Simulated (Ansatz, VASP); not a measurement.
Given: the input of a run of VASP 6.6.1 on Se.

The input POSCAR:

```
Se
1.0
    4.3071900636      0.0000000000      0.0000000000
   -2.1535950318      3.7301360140      0.0000000000
    0.0000000000      0.0000000000      4.8866512526
Se
3
Direct
    0.7746000000      0.7746000000      0.0000000000
    0.0000000000      0.2254000000      0.6666666667
    0.2254000000      0.0000000000      0.3333333333
```

Contents of INCAR.step1:

```
SYSTEM = Se
ALGO = Normal ; EDIFF = 1E-4
ENCUT = 520 ; GGA = PE
ISMEAR = -1 ; LASPH = .TRUE.
LCHARG = .FALSE. ; LREAL = .FALSE.
LWAVE = .TRUE. ; NBANDS = 16
NELM = 60 ; PREC = Accurate
SIGMA = 0.05
```

File INCAR.step2:

```
SYSTEM = Se
ALGO = Normal ; EDIFF = 1E-6
ENCUT = 520 ; ISIF = 2
ISMEAR = -1 ; ISTART = 1
LASPH = .TRUE. ; LCHARG = .FALSE.
LMIXTAU = .TRUE. ; LREAL = .FALSE.
LWAVE = .FALSE. ; METAGGA = R2SCAN
NBANDS = 16 ; NELM = 60
PREC = Accurate ; SIGMA = 0.05
```

File KPOINTS:

```
k-points
0
G
  7 7 6
  0 0 0
```

Potentials or basis: VASP PAW PBE potentials, release 64 (Se).

The run is started by

```bash
$ cat potpaw_PBE.64/Se/POTCAR > POTCAR
$ cp INCAR.step1 INCAR
$ mpirun -np 1 vasp_std > vasp.out
$ cp INCAR.step2 INCAR
$ mpirun -np 1 vasp_std > vasp.out
```

**Question.** Translate it to Ansatz 0.2.0. Potentials there: Ansatz PAW.

**Answer.** As run (the cutoff follows the program's own potentials):

input.yaml

```yaml
crystal:
  lattice:
    - [4.3071900636, 0.0, 0.0]
    - [-2.1535950318, 3.730136014, 0.0]
    - [0.0, 0.0, 4.8866512526]
  atoms:
    - { symbol: Se, position: [0.7746, 0.7746, 0.0] }
    - { symbol: Se, position: [0.0, 0.2254, 0.6666666667] }
    - { symbol: Se, position: [0.2254, 0.0, 0.3333333333] }
hamiltonian:
  xc: r2scan
  pseudopotentials: { kind: paw }
kpoints:
  mp_grid: { grid: [7, 7, 6] }
scf:
  occupations: { method: fermi_dirac, width: 0.05 }
output:
  forces: true
  stress: true
  eigenvalues: true
```

Potentials or basis: Ansatz PAW.

The run is started by

```console
$ ansatz run input.yaml --threads 1 --pin off --max-ram 3584MiB --backend cpu --events-out ev --progress --plain --runs-dir out
```

Both were run:

|  | VASP | Ansatz | Ansatz less VASP |
| --- | --- | --- | --- |
| gap on the k mesh at the Fermi level (eV) | 1.42 | 1.43 | +0.002 |
| least direct gap on the mesh (eV) | 1.76 | 1.77 | +0.011 |
| pressure (GPa) | 4.1 | 4.1 | +0.01 |
| largest component of the traceless stress (GPa) | 1.55 | 1.57 | +0.012 |
| rms of the force components (eV/Å) | 0.284 | 0.280 | -0.0034 |

Atom by atom the forces differ by 0.003 eV/Å (rms over components). With one functional, cell and mesh, what is left measures potentials, basis and numerics. The two sets of potentials don't hold the same shells in valence.

Caveats: the PAW data sets were made with another functional, which shifts forces and pressure a little (VASP); an odd mesh through Γ misses points on the zone boundary, where band edges often lie (VASP); odd divisions of the mesh miss points on the zone boundary, where band edges often lie, so the gap on the mesh can be too wide (Ansatz); the PAW data sets come from PBE, with cores solved anew for the run's functional, which leaves a small shift of forces and pressure (Ansatz). r2SCAN opens gaps a little over a GGA but as a rule still falls short of measured ones.
